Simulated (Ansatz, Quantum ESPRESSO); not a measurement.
## Equation of state of zinc blende AlN

How stiff is zinc blende AlN under hydrostatic load? Each row relaxes cell and atoms at a set pressure. The phase is followed to these pressures whether or not it stays the stable one.

Calculated with Ansatz 0.2.0, PBEsol, PAW files of the set soft_1, cutoff 600 eV, Fermi–Dirac smearing 0.02 eV, k-mesh 11×11×11, no spin polarisation, no spin-orbit coupling.

Reference cell, relaxed at zero pressure with PBEsol (F-43m): a = 3.0952 Å, b = 3.0952 Å, c = 3.0952 Å, α = 60.00°, β = 60.00°, γ = 60.00°.

```
atom       x       y       z
  Al  0.0000  0.0000  0.0000
   N  0.7500  0.7500  0.7500
```

```csv
V (Å³/atom),V/V0,P (GPa),E − E0 (meV/atom)
10.7038,1.0210,−3.999,2.8
10.2376,0.9765,4.999,3.8
10.0165,0.9554,10.001,14.1
9.8164,0.9363,15.000,29.6
9.3091,0.8880,29.996,99.9
```

V0 = 10.4838 Å³ an atom, where the residual pressure P0 is +0.003 GPa. **Question.** Fit the Birch–Murnaghan law and give the pressure and the energy at V = 9.6334 Å³ an atom, a row left out above.

With the Eulerian strain f = ½[(V0/V)^(2/3) − 1] and F = (P − P0)/[3f(1 + 2f)^(5/2)], the third-order law is the line F = B0 + (3/2) B0 (B′ − 4) f.

```csv
f,F (GPa)
0.04122,198.94
0.02241,199.88
0.01543,200.15
0.00798,200.47
−0.00687,200.87
```

A straight line through the 5 rows: the means are 0.01603 for f and 200.06 for F, Σ(Δx)² = 0.001265 and ΣΔxΔy = −0.05126, so the slope is −0.05126/0.001265 = −40.531 and the intercept 200.06 − (−40.531)(0.01603) = 200.71.

Hence B0 = 200.7 GPa and B′ = 4 + (−40.5)/(1.5 × 200.7) = 3.87. For the withheld volume f = 0.02901, F = 199.54 GPa and P = 20.00 GPa. The run itself gives 20.00 GPa, so the estimate misses by 0.00 GPa, a rounding's worth.

Integrating the same law gives E − E0 = (9/2) B0 V0 f²[1 + (B′ − 4) f] + P0(V0 − V), with 1 GPa Å³ = 6.2415 meV: 49.6 meV an atom. The run itself gives 49.6 meV, so the estimate misses by 0.0 meV, a rounding's worth.

The same fit over all rows at other levels or in other programs gives B0 = 202 GPa with PBEsol (Quantum ESPRESSO, GBRV).

[Logs are printed without paths, hosts, clocks, repeated set-up lines and the standing remarks that a program may print on its own settings, such as how far it seeks lower states.]
